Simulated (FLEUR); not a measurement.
# Sb (P6_3/mmc) in FLEUR: further runs, part 2 of 2

FLEUR MaX-R8.1 (later development tree).

## 3. Band structure, PBEsol, spin-orbit coupling, no magnetisation

inp.xml reads:

```xml
<?xml version="1.0" encoding="UTF-8" standalone="no"?>
<fleurInput fleurInputVersion="0.39">
   <comment>
      Sb                                                                                                  
   </comment>
   <calculationSetup>
      <cutoffs Kmax="4.1" Gmax="12.7" GmaxXC="12.7" numbands="all"/>
      <scfLoop itmax="60" minDistance="0.00001" maxIterBroyd="15" imix="Anderson" alpha="0.05" precondParam="0.0" spinf="2.0" sdNocoIR="T"/>
      <coreElectrons ctail="T" frcor="F" kcrel="0" coretail_lmax="0"/>
      <xcFunctional name="PBEs" relativisticCorrections="F"/>
      <magnetism jspins="1"/>
      <soc l_soc="T" theta="0.0" phi="0.0" spav="F"/>
      <expertModes spex="0" secvar="F"/>
      <geometryOptimization l_f="F" forcealpha="1.0" forcemix="BFGS" epsdisp="0.00001" epsforce="0.00001"/>
      <ldaU l_linMix="F" mixParam="0.05" spinf="1.0"/>
   </calculationSetup>
   <cell>
      <bzIntegration valenceElectrons="42.0" mode="hist" fermiSmearingEnergy="0.00183747">
         <kPointListSelection listName="default-1"/>
         <!-- k-points included here -->
         <xi:include xmlns:xi="http://www.w3.org/2001/XInclude" href="kpts.xml"> </xi:include>
      </bzIntegration>
      <!-- symmetry operations included here -->
      <xi:include xmlns:xi="http://www.w3.org/2001/XInclude" href="sym.xml"> </xi:include>
      <bulkLattice scale="1.0">
         <bravaisMatrix>
            <row-1>    6.3391475472460419     0.0000000000000000     0.0000000000000000</row-1>
            <row-2>   -3.1695737736230210     5.4898628142036516     0.0000000000000000</row-2>
            <row-3>    0.0000000000000000     0.0000000000000000    10.3371054860639173</row-3>
         </bravaisMatrix>
      </bulkLattice>
   </cell>
   <atomSpecies>
      <species name="Antimony (Sb)" element="Sb" atomicNumber="51">
         <mtSphere radius="2.66" gridPoints="879" logIncrement="0.015"/>
         <atomicCutoffs lmax="10" lnonsphr="10"/>
         <electronConfig flipSpins="F">
            <coreConfig>(1s1/2) (2s1/2) (2p1/2) (2p3/2) (3s1/2) (3p1/2) (3p3/2) (4s1/2) (3d3/2) (3d5/2)</coreConfig>
            <valenceConfig>(4p1/2) (4p3/2) (5s1/2) (4d3/2) (4d5/2) (5p1/2) (5p3/2)</valenceConfig>
            <stateOccupation state="(5p1/2)" spinUp="0.500000" spinDown="0.500000"/>
            <stateOccupation state="(5p3/2)" spinUp="1.000000" spinDown="1.000000"/>
         </electronConfig>
         <energyParameters s="5" p="5" d="5" f="4"/>
         <lo type="SCLO" l="1" n="4" eDeriv="0"/>
         <lo type="SCLO" l="1" n="4" eDeriv="1"/>
         <lo type="SCLO" l="2" n="4" eDeriv="0"/>
         <lo type="SCLO" l="2" n="4" eDeriv="1"/>
         <lo type="SCLO" l="0" n="5" eDeriv="2"/>
         <lo type="SCLO" l="3" n="4" eDeriv="2"/>
      </species>
   </atomSpecies>
   <atomGroups>
      <atomGroup species="Antimony (Sb)">
         <relPos label="                   1">-1.000/3.000 1.000/3.000 -1.000/4.000</relPos>
         <relPos label="                   2">1.000/3.000 -1.000/3.000 1.000/4.000</relPos>
         <force calculate="T" relaxXYZ="TTT"/>
      </atomGroup>
   </atomGroups>
   <output dos="F" band="F" slice="F">
      <checks vchk="F" cdinf="F"/>
      <bandDOS minEnergy="-.5*Htr" maxEnergy="0.5*Htr" sigma="0.015" storeEVData="T"/>
      <vacuumDOS vacdos="F" integ="F" star="F" nstars="0" locx1="0.0" locy1="0.0" locx2="0.0" locy2="0.0" nstm="0" tworkf="0.0"/>
      <unfoldingBand unfoldBand="F" supercellX="1" supercellY="1" supercellZ="1"/>
      <plotting iplot="0" polar="F">
         <plot TwoD="T" vec1="  1.0  0.0  0.0" vec2="  0.0  1.0  0.0" vec3="  0.0  0.0  1.0" zero="  0.0  0.0  0.0" file="plot"/>
      </plotting>
      <chargeDensitySlicing numkpt="0" minEigenval="0.0" maxEigenval="0.0" nnne="0" pallst="F"/>
      <specialOutput eonly="F"/>
      <moessbauerParams electricFieldGradient="T" isomerShift="T" coreHyperfine="T" valenceHyperfine="T"/>
      <magneticCircularDichroism mcd="F" energyLo="-10.0" energyUp="0.0"/>
   </output>
  <!-- We include the file relax.xml here to enable relaxations (see documentation) -->
  <xi:include xmlns:xi="http://www.w3.org/2001/XInclude" href="relax.xml"> <xi:fallback/> </xi:include>
</fleurInput>
```

crystal.txt reads:

```
Sb
&input cartesian=F /
3.3545324186  0.0000000000  0.0000000000
-1.6772662093  2.9051102923  0.0000000000
0.0000000000  0.0000000000  5.4701606500
1.8897261246
1.0 1.0 1.0

2
51 0.6666666666  0.3333333332  0.7500000000
51 0.3333333332  0.6666666666  0.2500000000

&soc 0.0 0.0 /
&kpt div1=7 div2=7 div3=4 gamma=T /
```

inp.xml (bands) reads:

```
<?xml version="1.0" encoding="UTF-8" standalone="no"?>
<fleurInput fleurInputVersion="0.39">
   <comment>
      Sb                                                                                                  
   </comment>
   <calculationSetup>
      <cutoffs Kmax="4.1" Gmax="12.7" GmaxXC="12.7" numbands="all"/>
      <scfLoop itmax="60" minDistance="0.00001" maxIterBroyd="15" imix="Anderson" alpha="0.05" precondParam="0.0" spinf="2.0" sdNocoIR="T"/>
      <coreElectrons ctail="T" frcor="F" kcrel="0" coretail_lmax="0"/>
      <xcFunctional name="PBEs" relativisticCorrections="F"/>
      <magnetism jspins="1"/>
      <soc l_soc="T" theta="0.0" phi="0.0" spav="F"/>
      <expertModes spex="0" secvar="F"/>
      <geometryOptimization l_f="F" forcealpha="1.0" forcemix="BFGS" epsdisp="0.00001" epsforce="0.00001"/>
      <ldaU l_linMix="F" mixParam="0.05" spinf="1.0"/>
   </calculationSetup>
   <cell>
      <bzIntegration valenceElectrons="42.0" mode="hist" fermiSmearingEnergy="0.00183747">
         <kPointListSelection listName="path-1"/>
         <!-- k-points included here -->
         <xi:include xmlns:xi="http://www.w3.org/2001/XInclude" href="kpts.xml"> </xi:include>
      </bzIntegration>
      <!-- symmetry operations included here -->
      <xi:include xmlns:xi="http://www.w3.org/2001/XInclude" href="sym.xml"> </xi:include>
      <bulkLattice scale="1.0">
         <bravaisMatrix>
            <row-1>    6.3391475472460419     0.0000000000000000     0.0000000000000000</row-1>
            <row-2>   -3.1695737736230210     5.4898628142036516     0.0000000000000000</row-2>
            <row-3>    0.0000000000000000     0.0000000000000000    10.3371054860639173</row-3>
         </bravaisMatrix>
      </bulkLattice>
   </cell>
   <atomSpecies>
      <species name="Antimony (Sb)" element="Sb" atomicNumber="51">
         <mtSphere radius="2.66" gridPoints="879" logIncrement="0.015"/>
         <atomicCutoffs lmax="10" lnonsphr="10"/>
         <electronConfig flipSpins="F">
            <coreConfig>(1s1/2) (2s1/2) (2p1/2) (2p3/2) (3s1/2) (3p1/2) (3p3/2) (4s1/2) (3d3/2) (3d5/2)</coreConfig>
            <valenceConfig>(4p1/2) (4p3/2) (5s1/2) (4d3/2) (4d5/2) (5p1/2) (5p3/2)</valenceConfig>
            <stateOccupation state="(5p1/2)" spinUp="0.500000" spinDown="0.500000"/>
            <stateOccupation state="(5p3/2)" spinUp="1.000000" spinDown="1.000000"/>
         </electronConfig>
         <energyParameters s="5" p="5" d="5" f="4"/>
         <lo type="SCLO" l="1" n="4" eDeriv="0"/>
         <lo type="SCLO" l="1" n="4" eDeriv="1"/>
         <lo type="SCLO" l="2" n="4" eDeriv="0"/>
         <lo type="SCLO" l="2" n="4" eDeriv="1"/>
         <lo type="SCLO" l="0" n="5" eDeriv="2"/>
         <lo type="SCLO" l="3" n="4" eDeriv="2"/>
      </species>
   </atomSpecies>
   <atomGroups>
      <atomGroup species="Antimony (Sb)">
         <relPos label="                   1">-1.000/3.000 1.000/3.000 -1.000/4.000</relPos>
         <relPos label="                   2">1.000/3.000 -1.000/3.000 1.000/4.000</relPos>
         <force calculate="T" relaxXYZ="TTT"/>
      </atomGroup>
   </atomGroups>
   <output dos="F" band="T" slice="F">
      <checks vchk="F" cdinf="F"/>
      <bandDOS minEnergy="-.5*Htr" maxEnergy="0.5*Htr" sigma="0.015" storeEVData="T"/>
      <vacuumDOS vacdos="F" integ="F" star="F" nstars="0" locx1="0.0" locy1="0.0" locx2="0.0" locy2="0.0" nstm="0" tworkf="0.0"/>
      <unfoldingBand unfoldBand="F" supercellX="1" supercellY="1" supercellZ="1"/>
      <plotting iplot="0" polar="F">
         <plot TwoD="T" vec1="  1.0  0.0  0.0" vec2="  0.0  1.0  0.0" vec3="  0.0  0.0  1.0" zero="  0.0  0.0  0.0" file="plot"/>
      </plotting>
      <chargeDensitySlicing numkpt="0" minEigenval="0.0" maxEigenval="0.0" nnne="0" pallst="F"/>
      <specialOutput eonly="F"/>
      <moessbauerParams electricFieldGradient="T" isomerShift="T" coreHyperfine="T" valenceHyperfine="T"/>
      <magneticCircularDichroism mcd="F" energyLo="-10.0" energyUp="0.0"/>
   </output>
  <!-- We include the file relax.xml here to enable relaxations (see documentation) -->
  <xi:include xmlns:xi="http://www.w3.org/2001/XInclude" href="relax.xml"> <xi:fallback/> </xi:include>
</fleurInput>
```

Potentials or basis: all-electron, FLAPW.

Command:

```bash
> inpgen -f crystal.txt -profile fastHighL
> # inp.xml edited to the form shown
> fleur_MPI
> fleur_MPI   # second run, on inp.xml (bands)
```

Standard output:

```text
Welcome to FLEUR        (www.flapw.de)
      MaX-Release 8.1          (www.max-centre.eu)

 ========== k-point set info ==========
 Selected k-point list: default-1
 k-point list type: mesh
 7 x 7 x 4
 Number of k points: 27

 ------------Calculation Setup---------------------------
 Number of MPI-tasks      :            1
 Number of PE/node        :            1
 Number of OMP-threads    :            1
 Most efficient MPI parallelization for:
           1           3           9          27
 Additional eigenvalue parallelization possible
 Number of basis functions:          510
 Approximate size of matrices (H+S) per k-point:         0.004 GB
 --------------------------------------------------------
 Iteration:     1   Distance:       4.76031842 me/bohr^3
 Iteration:     2   Distance:       4.44882513 me/bohr^3
 Iteration:     3   Distance:       1.34504346 me/bohr^3
 Iteration:     4   Distance:       0.12150302 me/bohr^3
 Iteration:     5   Distance:       0.10837339 me/bohr^3
 Iteration:     6   Distance:       0.00930247 me/bohr^3
 Iteration:     7   Distance:       0.00205034 me/bohr^3
 Iteration:     8   Distance:       0.00199582 me/bohr^3
 Iteration:     9   Distance:       0.00019928 me/bohr^3
 Iteration:    10   Distance:       0.00004477 me/bohr^3
 Iteration:    11   Distance:       0.00002866 me/bohr^3
 Iteration:    12   Distance:       0.00000088 me/bohr^3

 ********************************************************************
 Run finished successfully
 Stop message:
   all done
 ********************************************************************
```

output (bands):

```text
Welcome to FLEUR        (www.flapw.de)
      MaX-Release 8.1          (www.max-centre.eu)

 ========== k-point set info ==========
 Selected k-point list: path-1
 k-point list type: path
 Number of k points: 60

 ------------Calculation Setup---------------------------
 Number of MPI-tasks      :            1
 Number of PE/node        :            1
 Number of OMP-threads    :            1
 Most efficient MPI parallelization for:
           1           2           3           4           5           6          10          12          15          20          30          60
 Additional eigenvalue parallelization possible
 Number of basis functions:          514
 Approximate size of matrices (H+S) per k-point:         0.004 GB
 --------------------------------------------------------
 Fermi energy correction for metals:
 Fermi energy in bands.* files may not be consistent with last density.
 Please correct it manually (e.g. in band.gnu file).

 Note: Band structure data (together with different weights) is also stored in the banddos.hdf file.
       A convenient way of extracting and plotting the data from that file is by making use of the

 ********************************************************************
 Run finished successfully
 Stop message:
   Charge density postprocessing done.
 ********************************************************************
```

out.xml (last iteration):

```text
<iteration numberForCurrentRun="   12" overallNumber="   12">
         <energyParameters units="Htr">
            <atomicEP atomType="1" spin="1" branch="5s" branchLowest="-4.98" branchHighest="0.52" value="-0.0351983813"/>
            <atomicEP atomType="1" spin="1" branch="5p" branchLowest="-3.26" branchHighest="1.14" value="0.2254599337"/>
            <atomicEP atomType="1" spin="1" branch="5d" branchLowest="-0.73" branchHighest="2.24" value="0.4523576151"/>
            <atomicEP atomType="1" spin="1" branch="4f" branchLowest="-9.99" branchHighest="1.71" value="0.6054517183"/>
            <loAtomicEP atomType="1" spin="1" branch="4p" branchLowest="-27.06" branchHighest="-3.26" value="-3.2666317583"/>
            <loAtomicEP atomType="1" spin="1" branch="4p" branchLowest="-27.06" branchHighest="-3.26" value="-3.2666317583"/>
            <loAtomicEP atomType="1" spin="1" branch="4d" branchLowest="-18.46" branchHighest="-0.73" value="-0.7515816743"/>
            <loAtomicEP atomType="1" spin="1" branch="4d" branchLowest="-18.46" branchHighest="-0.73" value="-0.7515816743"/>
            <loAtomicEP atomType="1" spin="1" branch="5s" branchLowest="-4.98" branchHighest="0.52" value="-0.0351983813"/>
            <loAtomicEP atomType="1" spin="1" branch="4f" branchLowest="-9.99" branchHighest="1.71" value="0.6054526077"/>
         </energyParameters>
         <eigenvalues>
            <eigenvaluesAt spin="1" ikpt="1" k_x="0.00000000" k_y="0.00000000" k_z="0.00000000">
                      -3.4598356087       -3.4598356087       -3.4598128873       -3.4598128873       -3.1578996376
                      -3.1578996376       -3.1578496337       -3.1578496337       -3.1575943911       -3.1575943911
                      -3.1575815549       -3.1575815549       -0.7825436542       -0.7825436542       -0.7822203272
                      -0.7822203272       -0.7819990847       -0.7819990847       -0.7813735764       -0.7813735764
                      -0.7372575955       -0.7372575955       -0.7369262486       -0.7369262486       -0.7367526474
                      -0.7367526474       -0.7366367105       -0.7366367105       -0.7362206875       -0.7362206875
[... 167 lines left out ...]
                      14.1858547656       14.1921699784       14.1921699784       14.5957893812       14.5957893812
                      14.6022095553       14.6022095553       15.4782309346       15.4782309346       15.6520863374
                      15.6520863374       16.2447229282       16.2447229282
            </eigenvaluesAt>
            <eigenvaluesAt spin="1" ikpt="2" k_x="0.00000000" k_y="0.00000000" k_z="0.25000000">
[... 578 lines left out ...]
            <spinDependentCharge spin="1" total="102.0000000" interstitial="3.9354187" mtSpheres="98.0645813"/>
            <totalCharge value="101.9999999935"/>
         </allElectronCharges>
         <moessbauerParams unitsHFF="kG" unitsIS="e/bohr^3" unitsEFG="Htr/bohr^2">
            <coreIsomerShift atomType="1" isTotal="212345.56554">
               <shell n="1" l="0" isomerShift="184705.69520"/>
               <shell n="2" l="0" isomerShift="21815.99261"/>
               <shell n="2" l="1" isomerShift="549.68793"/>
               <shell n="3" l="0" isomerShift="4273.90801"/>
               <shell n="3" l="1" isomerShift="116.57370"/>
               <shell n="4" l="0" isomerShift="883.70806"/>
               <shell n="3" l="2" isomerShift="0.00002"/>
            </coreIsomerShift>
            <isomerShift atomType="1" nucleusRadius="0.0001171" averageDensity="212447.34240"/>
            <electricFieldGradient atomType="1" VXX="-0.14775" VYY="-0.14775" VZZ="0.29551" asymParam="0.00000">
            </electricFieldGradient>
         </moessbauerParams>
         <totalEnergy                                    value="   -12961.5573543240" units="Htr">
            <sumOfEigenvalues                            value="    -7841.7618270604">
               <coreElectrons value="-7788.7926555410"/>
               <valenceElectrons value="-52.9691715194"/>
            </sumOfEigenvalues>
            <densityCoulombPotentialIntegral value="-21074.0991668687"/>
            <densityEffectivePotentialIntegral value="-21515.5902049547"/>
            <chargeDenXCDenIntegral value="-335.7677511478"/>
            <FockExchangeEnergyValence value="0.0000000000"/>
            <FockExchangeEnergyCore value="0.0000000000"/>
            <atomTypeDependentContributions atomType="1">
               <electronNucleiInteractionDifferentMTs value="15710.3240652296"/>
               <MadelungTerm value="-52.2443324065"/>
            </atomTypeDependentContributions>
            <tkbTimesEntropy value="0.0005256262"/>
            <freeEnergy value="-12961.5578799502"/>
            <extrapolationTo0K value="-12961.5576171371"/>
         </totalEnergy>
         <densityConvergence units="me/bohr^3">
            <chargeDensity spin="1" distance="0.0000008816"/>
         </densityConvergence>
      </iteration>
```

It took 26 min on 1 thread of Arm Neoverse V1, shared host; peak memory 0.37 GiB.

What came out:

- Free energy: -352701.9578 eV
- Band gap along the path: none (metal or under the smearing width)
- Valence electrons inside the program's atomic spheres: Sb 19.03 (radii Sb 2.66 bohr)

Levels at the corners of the path, in eV from the Fermi level:
```csv
point,band 37,band 38,band 39,band 40,band 41,band 42,band 43,band 44
Γ,-5.75,-5.75,3.42,3.42,4.08,4.08,4.70,4.70
M,-4.23,-4.23,-3.00,-3.00,-2.13,-2.13,-0.03,-0.03
K,-4.37,-4.37,-2.26,-2.26,-1.89,-1.89,-1.01,-1.01
Γ,-5.75,-5.75,3.42,3.42,4.08,4.08,4.70,4.70
A,-0.69,-0.69,-0.69,-0.69,4.22,4.22,4.22,4.22
L,-5.25,-5.25,-5.25,-5.25,1.58,1.58,1.58,1.58
H,-4.30,-4.30,-4.08,-4.08,-3.27,-3.27,-2.97,-2.97
A,-0.69,-0.69,-0.69,-0.69,4.22,4.22,4.22,4.22
L,-5.25,-5.25,-5.25,-5.25,1.58,1.58,1.58,1.58
M,-4.23,-4.23,-3.00,-3.00,-2.13,-2.13,-0.03,-0.03
K,-4.37,-4.37,-2.26,-2.26,-1.89,-1.89,-1.01,-1.01
H,-4.30,-4.30,-4.08,-4.08,-3.27,-3.27,-2.97,-2.97
```

Core levels (eV from the Fermi level):
| atom | levels |
| --- | --- |
| 1 Sb | 1s1/2 -30265.8, 2s1/2 -4600.9, 2p1/2 -4304.7, 2p3/2 -4053.0, 3s1/2 -898.4, 3p1/2 -777.3, 3p3/2 -730.8, 4s1/2 -144.1, 3d3/2 -516.8, 3d5/2 -507.2 |
| 2 Sb | 1s1/2 -30265.8, 2s1/2 -4600.9, 2p1/2 -4304.7, 2p3/2 -4053.0, 3s1/2 -898.4, 3p1/2 -777.3, 3p3/2 -730.8, 4s1/2 -144.1, 3d3/2 -516.8, 3d5/2 -507.2 |
